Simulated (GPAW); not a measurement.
# CdS (Fm-3m) in GPAW: settings compared

One crystal, CdS, is run at these levels: PBEsol, r2SCAN, TB-mBJ; tasks: equation of state, band structure, single point.

All numbers are computed with GPAW 26.7.0; they aren't measurements. Logs are shortened: lines on timing, memory, paths and dates and some standing lists are left out, and cuts for length are marked. The log counts tension as positive stress, the text compression.

### Step 1. Starting point

Symmetry: Fm-3m, No. 225, cubic system. The conventional cell has a = 5.506 Å, b = 5.506 Å, c = 5.506 Å, α = 90.00°, β = 90.00°, γ = 90.00°. Cd (site symmetry m-3m) is surrounded by 6 S at 2.75 Å. Around S (site symmetry m-3m) lie 6 Cd at 2.75 Å.

Measurements of this composition are mostly on another form, of space group No. 186.

### Step 2. Equation of state, PBEsol

File run.py:

```python
from ase import Atoms
from ase.eos import EquationOfState
from ase.io import Trajectory
from ase.units import GPa
from gpaw import GPAW, PW, setup_paths

setup_paths.insert(0, '.')

atoms = Atoms(['Cd', 'S'],
              cell=[[0.0, 2.753244, 2.753244],
                    [2.753244, 0.0, 2.753244],
                    [2.753244, 2.753244, 0.0]],
              scaled_positions=[[0.0, 0.0, 0.0],
                                [0.5, 0.5, 0.5]],
              pbc=True)

traj = Trajectory('eos.traj', 'w')
volumes, energies = [], []
for x in [0.94, 0.96, 0.98, 1.0, 1.02, 1.04, 1.06]:
    a = atoms.copy()
    a.set_cell(atoms.cell * x**(1 / 3), scale_atoms=True)
    calc = GPAW(mode=PW(600),
                xc='PBEsol',
                kpts={'size': (8, 8, 8), 'gamma': True},
                occupations={'name': 'fermi-dirac', 'width': 0.05},
                nbands=18,
                convergence={'density': 1e-05, 'energy': 1e-05},
                maxiter=150,
                txt=f'eos-{x:.2f}.txt')
    a.calc = calc
    energies.append(a.get_potential_energy(force_consistent=True))
    volumes.append(a.get_volume())
    p = -a.get_stress()[:3].mean() / GPa
    calc.write(f'eos-{x:.2f}.gpw')
    traj.write(a)
    print(f'{x:.2f} {volumes[-1]:10.4f} A^3 {energies[-1]:14.6f} eV {p:9.3f} GPa', flush=True)

v0, e0, B = EquationOfState(volumes, energies, eos='birchmurnaghan').fit()
print(f'V0 = {v0:.4f} A^3, E0 = {e0:.6f} eV, B0 = {B / GPa:.2f} GPa')
```

Potentials or basis: PAW data sets generated in the run's folder for this functional, pw.

Run with:

```console
$ gpaw-setup -f PBEsol Cd S
$ OMP_NUM_THREADS=1 python run.py
```

Log:

```text
__  _  _
 | _ |_)|_||  |
 |__||  | ||/\| - 26.7.0

Input parameters:
  mode=PW(ecut=600.0),
  convergence={'density': 1e-05, 'energy': 1e-05},
  kpts=MonkhorstPack(size=(8, 8, 8), gamma=True),
  maxiter=150,
  nbands=18,
  occupations=Occupations(name='fermi-dirac', width=0.05),
  xc=XC(name='PBEsol')

Diagonalizing LCAO Hamiltonian
Converting LCAO to pw mode

               S

       Cd

Atoms  # Å, Bohr magnetons
|   | symbol |        x |        y |        z |    initial magnetic moments |
|---|--------|----------|----------|----------|-----------------------------|
| 0 |     Cd | 0.000000 | 0.000000 | 0.000000 | ( 0.0000,  0.0000,  0.0000) |
| 1 |      S | 2.697040 | 2.697040 | 2.697040 | ( 0.0000,  0.0000,  0.0000) |

Unit cell  # Å
| periodic |        x |        y |        z |  lengths |    angles |
|----------|----------|----------|----------|----------|-----------|
|      yes | 0.000000 | 2.697040 | 2.697040 | 3.814190 | 60.000000 |
|      yes | 2.697040 | 0.000000 | 2.697040 | 3.814190 | 60.000000 |
|      yes | 2.697040 | 2.697040 | 0.000000 | 3.814190 | 60.000000 |

Number of symmetries: 48
Symmetry operations  # r_c * U_cc + t_c -> r_c
|    | kind |            matrix            |
|----|------|------------------------------|
|  0 |  σ   |  1, 0, 0,  1, 0,-1,  1,-1, 0 |
|  1 |  C2  |  1, 0, 0,  1,-1, 0,  1, 0,-1 |
|  2 |  E   |  1, 0, 0,  0, 1, 0,  0, 0, 1 |
|  3 |  σ   |  1, 0, 0,  0, 0, 1,  0, 1, 0 |
|  4 |  C4  |  1, 0,-1,  1, 0, 0,  1,-1, 0 |
|  5 |  S6  |  1, 0,-1,  1,-1, 0,  1, 0, 0 |
|  6 |  σ   |  1, 0,-1,  0, 1,-1,  0, 0,-1 |
|  7 |  C3  |  1, 0,-1,  0, 0,-1,  0, 1,-1 |
|  8 |  S6  |  1,-1, 0,  1, 0, 0,  1, 0,-1 |
|  9 |  C4  |  1,-1, 0,  1, 0,-1,  1, 0, 0 |
| 10 |  C3  |  1,-1, 0,  0,-1, 1,  0,-1, 0 |
| 11 |  σ   |  1,-1, 0,  0,-1, 0,  0,-1, 1 |
| 12 |  σ   |  0, 1, 0,  1, 0, 0,  0, 0, 1 |
| 13 |  C4  |  0, 1, 0,  0, 1,-1, -1, 1, 0 |
| 14 |  C3  |  0, 1, 0,  0, 0, 1,  1, 0, 0 |
| 15 |  S6  |  0, 1, 0, -1, 1, 0,  0, 1,-1 |
| 16 |  C2  |  0, 1,-1,  1, 0,-1,  0, 0,-1 |
| 17 |  σ   |  0, 1,-1,  0, 1, 0, -1, 1, 0 |
| 18 |  S4  |  0, 1,-1,  0, 0,-1,  1, 0,-1 |
| 19 |  C4  |  0, 1,-1, -1, 1, 0,  0, 1, 0 |
| 20 |  C3  |  0, 0, 1,  1, 0, 0,  0, 1, 0 |
| 21 |  σ   |  0, 0, 1,  0, 1, 0,  1, 0, 0 |
| 22 |  S6  |  0, 0, 1,  0,-1, 1, -1, 0, 1 |
| 23 |  C4  |  0, 0, 1, -1, 0, 1,  0,-1, 1 |
| 24 |  S4  |  0, 0,-1,  1, 0,-1,  0, 1,-1 |
| 25 |  C3  |  0, 0,-1,  0, 1,-1,  1, 0,-1 |
| 26 |  C2  |  0, 0,-1,  0,-1, 0, -1, 0, 0 |
| 27 |  S6  |  0, 0,-1, -1, 0, 0,  0,-1, 0 |
| 28 |  S4  |  0,-1, 1,  1,-1, 0,  0,-1, 0 |
| 29 |  C4  |  0,-1, 1,  0, 0, 1, -1, 0, 1 |
| 30 |  C2  |  0,-1, 1,  0,-1, 0,  1,-1, 0 |
| 31 |  σ   |  0,-1, 1, -1, 0, 1,  0, 0, 1 |
| 32 |  C3  |  0,-1, 0,  1,-1, 0,  0,-1, 1 |
| 33 |  S6  |  0,-1, 0,  0, 0,-1, -1, 0, 0 |
| 34 |  S4  |  0,-1, 0,  0,-1, 1,  1,-1, 0 |
| 35 |  C2  |  0,-1, 0, -1, 0, 0,  0, 0,-1 |
| 36 |  C2  | -1, 1, 0,  0, 1, 0,  0, 1,-1 |
| 37 |  S6  | -1, 1, 0,  0, 1,-1,  0, 1, 0 |
| 38 |  S4  | -1, 1, 0, -1, 0, 1, -1, 0, 0 |
| 39 |  C3  | -1, 1, 0, -1, 0, 0, -1, 0, 1 |
| 40 |  S6  | -1, 0, 1,  0, 0, 1,  0,-1, 1 |
| 41 |  C2  | -1, 0, 1,  0,-1, 1,  0, 0, 1 |
| 42 |  C3  | -1, 0, 1, -1, 1, 0, -1, 0, 0 |
| 43 |  S4  | -1, 0, 1, -1, 0, 0, -1, 1, 0 |
| 44 |  C2  | -1, 0, 0,  0, 0,-1,  0,-1, 0 |
| 45 |  i   | -1, 0, 0,  0,-1, 0,  0, 0,-1 |
| 46 |  σ   | -1, 0, 0, -1, 1, 0, -1, 0, 1 |
| 47 |  C2  | -1, 0, 0, -1, 0, 1, -1, 1, 0 |

BZ-sampling:
  Number of BZ points: 512
  Number of IBZ points: 29

  Monkhorst-Pack size: [8, 8, 8]
  Monkhorst-Pack shift: [0.0625, 0.0625, 0.0625]

K-points  # in reciprocal-cell coordinates
|     |                                coordinates |     weight |
|-----|--------------------------------------------|------------|
|   0 | (  0.00000000,   0.00000000,   0.00000000) | 0.00195312 |
|   1 | (  0.12500000,   0.12500000,   0.00000000) | 0.01171875 |
|   2 | (  0.12500000,   0.12500000,   0.12500000) | 0.01562500 |
|   3 | (  0.25000000,   0.12500000,   0.12500000) | 0.02343750 |
|   4 | (  0.25000000,   0.25000000,   0.00000000) | 0.01171875 |
|   5 | (  0.25000000,   0.25000000,   0.12500000) | 0.04687500 |
|   6 | (  0.25000000,   0.25000000,   0.25000000) | 0.01562500 |
|   7 | (  0.37500000,   0.25000000,  -0.37500000) | 0.04687500 |
|   8 | (  0.37500000,   0.25000000,   0.12500000) | 0.04687500 |
|   9 | (  0.37500000,   0.25000000,   0.25000000) | 0.04687500 |
| ... |                                            |            |
|  28 | (  0.50000000,   0.50000000,   0.50000000) | 0.00781250 |

Plane wave coefficients: 1363
Cutoff: 600.0 eV

Spin-components: 1 (collinear spins)
Bands:           18
Projectors:      11
Spin-degeneracy: 2
Datatype:        complex128

Parallelization:
  kpt:    1
  domain: 1
  band:   1

Density:
  Valence electrons: 18.0
  Components: 1
  Grid points: [24 24 24]
  Charge: 0.0  # |e|

Potential:
  Grid points: [24 24 24]

species:
  Cd:
    name:    Cadmium
    Z:       48.0
    valence: 12
    core:    36
    charge:  0.0  # [|e|]
    compensation charges:
      type: gauss
      rc: 0.38  # [Å]
      lmax: 2
    cutoffs:
      filter: 2.12  # [Å]
      core: 2.62  # [Å]
    projectors
    | kind |    occ | energy [eV] | rcut [Å] |
    |------|--------|-------------|----------|
    |   5s |  2.000 |      -5.696 |    1.191 |
    |   5p |  0.000 |      -1.145 |    1.228 |
    |   4d | 10.000 |     -11.735 |    1.164 |
    |    s |        |      21.516 |    1.191 |
    |    p |        |      26.066 |    1.228 |
    |    d |        |      15.476 |    1.164 |

    Using partial waves for Cd as LCAO basis

  S:
    name:    Sulfur
    Z:       16.0
    valence: 6
    core:    10
    charge:  0.0  # [|e|]
    compensation charges:
      type: gauss
      rc: 0.24  # [Å]
      lmax: 2
    cutoffs:
      filter: 1.77  # [Å]
      core: 1.66  # [Å]
    projectors
    | kind |    occ | energy [eV] | rcut [Å] |
    |------|--------|-------------|----------|
    |   3s |  2.000 |     -17.192 |    0.974 |
    |   3p |  4.000 |      -6.978 |    0.979 |
    |    s |        |      10.020 |    0.974 |
    |    p |        |      20.234 |    0.979 |
    |    d |        |       0.000 |    0.900 |

    Using partial waves for S as LCAO basis

Reference energy: -162942.509679  # eV

eigensolver:
  PPCG
  Converge bands: occupied
  niter=2

density mixing:
  MSR1-Mixer
  Pratt-step length: 0.05
  Maximum mixing coefficient: 0.75
  Old densities: 10
  SVD Regularization: 0.005
  Good broyden scale: 1.0
  Trust region scale: 1.0
  Backstep threshold: 4.0
  History deletion threshold: 6.0
  Fourier metric: weight=20.0, sigma=0.015

occupation numbers:
  Fermi-Dirac:
    width: 0.0500  # eV

poisson solver:
  ecut: 4800.0  # eV

xc functional:
  name: PBEsol with 2 nearest neighbor stencil

convergence criteria:
- Maximum integral of absolute [dens]ity change: 1e-05 electrons / valence electron
- Maximum [total energy] change in last 3 cyles: 1e-05 eV / valence electron
- Maximum integral of absolute [eigenst]ate change: 4e-08 eV^2 / valence electron
maximum number of iterations: 150

SCF iterations
|iter     | |      energy | eigst |  dens |
|---------|-|-------------|-------|-------|
|iter:   1| |   -7.354633 | -0.46 |       |
|iter:   2| |   -7.246054 | -2.29 | -1.15 |
|iter:   3| |   -6.853874 | -1.55 | -1.19 |
|iter:   4| |   -6.849377 | -3.70 | -1.77 |
|iter:   5| |   -6.848414 | -4.00 | -2.23 |
|iter:   6| |   -6.848431 | -5.78 | -3.05 |
|iter:   7| |   -6.848433c| -6.85 | -3.65 |
|iter:   8| |   -6.848434c| -7.66c| -4.59 |
|iter:   9| |   -6.848433c| -8.65c| -5.58c|

Converged in 9 steps
Energy contributions relative to reference atoms: (reference = -162942.509679)

Energy contributions:
  Kinetic:          17.596704
  Coulomb:         -15.268644
  Zero:              0.131841
  External:          0.000000
  Xc:               -9.307370
  Entropy:          -0.001928
  Spinorbit:         0.000000
  ----------------------------
  Free energy:      -6.849397
  Extrapolated:     -6.848433

dipole moment: (-17.700968, -17.700968, -17.700968)  # |e|*Ang

Fermi level: 6.266
Eigenvalues  # (at kpt = [0.000, 0.000, 0.000])
| band index |      eig [eV] | occ [0-2] |
|------------|---------------|-----------|
|          0 |        -7.020 |     2.000 |
|          1 |        -1.526 |     2.000 |
|          2 |        -1.526 |     2.000 |
|          3 |        -1.523 |     2.000 |
|          4 |        -1.523 |     2.000 |
|          5 |        -1.523 |     2.000 |
|          6 |         5.238 |     2.000 |
|          7 |         5.238 |     2.000 |
|          8 |         5.238 |     2.000 |
|          9 |         7.098 |     0.000 |
|         10 |        15.217 |     0.000 |
|         11 |        15.217 |     0.000 |
|         12 |        15.217 |     0.000 |
|         13 |        17.040 |     0.000 |
|         14 |        17.669 |     0.000 |
|         15 |        17.669 |     0.000 |
|         16 |        17.669 |     0.000 |
|         17 |        18.289 |     0.000 |

No gap
No difference between direct/indirect transitions

Stress tensor  # eV/Ang^3
|        x |        y |        z |
|----------|----------|----------|
| 0.000742 | 0.000000 | 0.000000 |
| 0.000000 | 0.000742 | 0.000000 |
| 0.000000 | 0.000000 | 0.000742 |

# Writing to eos-0.94.gpw (mode='')
```

It took 92 s on 1 thread of Arm Neoverse V2, shared host; peak memory 0.28 GiB.

Results:

```yaml
Equilibrium_volume: "19.61 Å³/atom (rough: see the caveat)"
Bulk_modulus: 85 GPa (rough)
```

Energy against volume, from the lowest point:
| volume (Å³/atom) | energy (meV/atom) |
| --- | --- |
| 19.618 | 0.00 |
| 20.036 | 2.40 |
| 20.453 | 8.96 |
| 20.871 | 19.17 |
| 21.288 | 32.63 |
| 21.705 | 48.97 |
| 22.123 | 67.80 |

Caveat: the minimum lies outside the volumes run.

### Step 3. Band structure, r2SCAN

File run.py:

```python
from ase import Atoms
from ase.dft.bandgap import bandgap
from ase.io import write
from ase.units import GPa
from gpaw import GPAW, PW

atoms = Atoms(['Cd', 'S'],
              cell=[[0.0, 2.753244, 2.753244],
                    [2.753244, 0.0, 2.753244],
                    [2.753244, 2.753244, 0.0]],
              scaled_positions=[[0.0, 0.0, 0.0],
                                [0.5, 0.5, 0.5]],
              pbc=True)

calc = GPAW(mode=PW(600),
            xc='MGGA_X_R2SCAN+MGGA_C_R2SCAN',
            kpts={'size': (8, 8, 8), 'gamma': True},
            occupations={'name': 'fermi-dirac', 'width': 0.05},
            nbands=18,
            convergence={'density': 1e-05, 'energy': 1e-05},
            maxiter=150,
            txt='gpaw.txt')
atoms.calc = calc
energy = atoms.get_potential_energy()
forces = atoms.get_forces()
stress = atoms.get_stress()
calc.write('gs.gpw')
write('result.traj', atoms)
print(f'Energy: {energy:.6f} eV')
print('Forces (eV/A):')
print(forces.round(4))
print('Stress (GPa):', (stress / GPa).round(3))
print('Fermi level:', round(calc.get_fermi_level(), 4), 'eV')
print(f'Gap: {bandgap(calc)[0]:.4f} eV, direct: {bandgap(calc, direct=True)[0]:.4f} eV')

path = atoms.cell.bandpath('GXWKGLUWLK,UX', npoints=60, eps=1e-4)
bs_calc = calc.fixed_density(kpts=path, symmetry='off', nbands=29,
                             convergence={'bands': 'CBM+6.0', 'eigenstates': 1e-6}, txt='bands.txt')
bs = bs_calc.band_structure()
bs.write('bs.json')
print(f'Gap on the path: {bandgap(bs_calc)[0]:.4f} eV')
```

Potentials or basis: GPAW PAW data sets (gpaw-data 1.2.1), pw.

Run with:

```console
$ OMP_NUM_THREADS=1 python run.py
```

It took 2.2 min on 1 thread of Arm Neoverse V2, shared host; peak memory 0.35 GiB.

It converged, with:

```yaml
Free_energy: -24.1694 eV
Pressure: -2.4 GPa
Band_gap_on_the_k_mesh: 0.73 eV, indirect (least direct gap 2.17 eV)
Band_gap_along_the_path: 0.73 eV, indirect (least direct gap 2.17 eV)
```

Levels at the corners of the path, in eV from the valence-band top:
| point | band 5 | band 6 | band 7 | band 8 | band 9 | band 10 | band 11 | band 12 |
| --- | --- | --- | --- | --- | --- | --- | --- | --- |
| Γ | -7.77 | -7.77 | -0.75 | -0.75 | -0.75 | 1.43 | 9.67 | 9.67 |
| X | -7.51 | -6.84 | -4.18 | -2.11 | -2.11 | 0.73 | 6.45 | 10.51 |
| W | -7.51 | -7.03 | -3.16 | -3.16 | -2.71 | 3.77 | 7.31 | 8.13 |
| K | -7.54 | -7.13 | -3.59 | -3.41 | -1.37 | 2.54 | 7.05 | 9.20 |
| Γ | -7.77 | -7.77 | -0.75 | -0.75 | -0.75 | 1.43 | 9.67 | 9.67 |
| L | -7.57 | -7.57 | -4.78 | 0.00 | 0.00 | 4.02 | 6.41 | 6.41 |
| U | -7.54 | -7.13 | -3.59 | -3.41 | -1.37 | 2.54 | 7.05 | 9.20 |
| W | -7.51 | -7.03 | -3.16 | -3.16 | -2.71 | 3.77 | 7.31 | 8.13 |
| L | -7.57 | -7.57 | -4.78 | 0.00 | 0.00 | 4.02 | 6.41 | 6.41 |
| K | -7.54 | -7.13 | -3.59 | -3.41 | -1.37 | 2.54 | 7.05 | 9.20 |
| U | -7.54 | -7.13 | -3.59 | -3.41 | -1.37 | 2.54 | 7.05 | 9.20 |
| X | -7.51 | -6.84 | -4.18 | -2.11 | -2.11 | 0.73 | 6.45 | 10.51 |

Caveat: the PAW data sets were made with another functional, which shifts forces and pressure a little. r2SCAN opens gaps a little over a GGA but as a rule still falls short of measured ones.

### Step 4. Equation of state, r2SCAN

File run.py:

```python
from ase import Atoms
from ase.eos import EquationOfState
from ase.io import Trajectory
from ase.units import GPa
from gpaw import GPAW, PW

atoms = Atoms(['Cd', 'S'],
              cell=[[0.0, 2.753244, 2.753244],
                    [2.753244, 0.0, 2.753244],
                    [2.753244, 2.753244, 0.0]],
              scaled_positions=[[0.0, 0.0, 0.0],
                                [0.5, 0.5, 0.5]],
              pbc=True)

traj = Trajectory('eos.traj', 'w')
volumes, energies = [], []
for x in [0.94, 0.96, 0.98, 1.0, 1.02, 1.04, 1.06]:
    a = atoms.copy()
    a.set_cell(atoms.cell * x**(1 / 3), scale_atoms=True)
    calc = GPAW(mode=PW(600),
                xc='MGGA_X_R2SCAN+MGGA_C_R2SCAN',
                kpts={'size': (8, 8, 8), 'gamma': True},
                occupations={'name': 'fermi-dirac', 'width': 0.05},
                nbands=18,
                convergence={'density': 1e-05, 'energy': 1e-05},
                maxiter=150,
                txt=f'eos-{x:.2f}.txt')
    a.calc = calc
    energies.append(a.get_potential_energy(force_consistent=True))
    volumes.append(a.get_volume())
    p = -a.get_stress()[:3].mean() / GPa
    calc.write(f'eos-{x:.2f}.gpw')
    traj.write(a)
    print(f'{x:.2f} {volumes[-1]:10.4f} A^3 {energies[-1]:14.6f} eV {p:9.3f} GPa', flush=True)

v0, e0, B = EquationOfState(volumes, energies, eos='birchmurnaghan').fit()
print(f'V0 = {v0:.4f} A^3, E0 = {e0:.6f} eV, B0 = {B / GPa:.2f} GPa')
```

Run with:

```console
$ OMP_NUM_THREADS=1 python run.py
```

Wall time 7.7 min (1 thread of Arm Neoverse V2, shared host); peak memory 0.95 GiB.

Results (log left out):

* Equilibrium volume: 20.26 Å³/atom (rough: see the caveat)
* Bulk modulus: 83 GPa (rough)

Energy against volume, from the lowest point:
```csv
volume (Å³/atom),energy (meV/atom)
19.618,5.20
20.036,0.22
20.453,0.00
20.871,3.98
21.288,11.73
21.705,22.84
22.123,36.90
```

Caveat: the points scatter about the fit; the PAW data sets were made with another functional, which shifts forces and pressure a little.

### Step 5. Single point, TB-mBJ

File run.py:

```python
from ase import Atoms
from ase.dft.bandgap import bandgap
from ase.io import write
from gpaw import GPAW, PW

atoms = Atoms(['Cd', 'S'],
              cell=[[0.0, 2.753244, 2.753244],
                    [2.753244, 0.0, 2.753244],
                    [2.753244, 2.753244, 0.0]],
              scaled_positions=[[0.0, 0.0, 0.0],
                                [0.5, 0.5, 0.5]],
              pbc=True)

calc = GPAW(mode=PW(600),
            xc='TB09',
            kpts={'size': (8, 8, 8), 'gamma': True},
            occupations={'name': 'fermi-dirac', 'width': 0.05},
            nbands=18,
            convergence={'density': 1e-05, 'energy': 1e-05},
            eigensolver='cg',
            maxiter=150,
            txt='gpaw.txt')
atoms.calc = calc
energy = atoms.get_potential_energy()
calc.write('gs.gpw')
write('result.traj', atoms)
print('Fermi level:', round(calc.get_fermi_level(), 4), 'eV')
print(f'Gap: {bandgap(calc)[0]:.4f} eV, direct: {bandgap(calc, direct=True)[0]:.4f} eV')
```

Potentials or basis: GPAW PAW data sets for LDA (gpaw-data 1.2.1), pw.

Run with:

```console
$ OMP_NUM_THREADS=1 python run.py
```

Wall time 45 s (1 thread of Arm Neoverse V2, shared host); peak memory 0.28 GiB.

It converged, with:

| Property | Result |
| --- | --- |
| Band gap on the k mesh | 1.64 eV, indirect (least direct gap 2.91 eV) |

Levels at points of the mesh, in eV from the valence-band top:
| k point | band 7 | band 8 | band 9 | band 10 | band 11 | band 12 |
| --- | --- | --- | --- | --- | --- | --- |
| (0.00, 0.00, 0.00) | -0.62 | -0.62 | -0.62 | 2.29 | 9.52 | 9.52 |
| (0.50, 0.50, 0.00) | -3.70 | -1.85 | -1.85 | 1.64 | 6.67 | 10.96 |
| (0.50, 0.50, 0.50) | -4.21 | 0.00 | 0.00 | 4.66 | 6.85 | 6.85 |

Caveat: a model potential gives levels but no total energy; the PAW data sets were made with another functional, which shifts forces and pressure a little. A k mesh can miss the band edges.

### Step 6. Summary

| task | level | potentials or basis | band path | band points | gap on the mesh (eV) |
| --- | --- | --- | --- | --- | --- |
| equation of state | PBEsol | PAW data sets generated in the run's folder for this functional, pw | - | - | - |
| band structure | r2SCAN | GPAW PAW data sets (gpaw-data 1.2.1), pw | GXWKGLUWLK,UX | 60 | 0.73 |
| equation of state | r2SCAN | GPAW PAW data sets (gpaw-data 1.2.1), pw | - | - | - |
| single point | TB-mBJ | GPAW PAW data sets for LDA (gpaw-data 1.2.1), pw | - | - | 1.64 |

Alike in all rows: no spin polarisation; cell as given; k mesh 8 × 8 × 8; cutoff (eV) 600; smearing fermi-dirac 0.05 eV.

Caveats: the PAW data sets were made with another functional, which shifts forces and pressure a little (some runs); the minimum lies outside the volumes run (some runs); the points scatter about the fit (some runs); a model potential gives levels but no total energy (some runs).

Absolute energies hang on the potentials; compare differences alone.
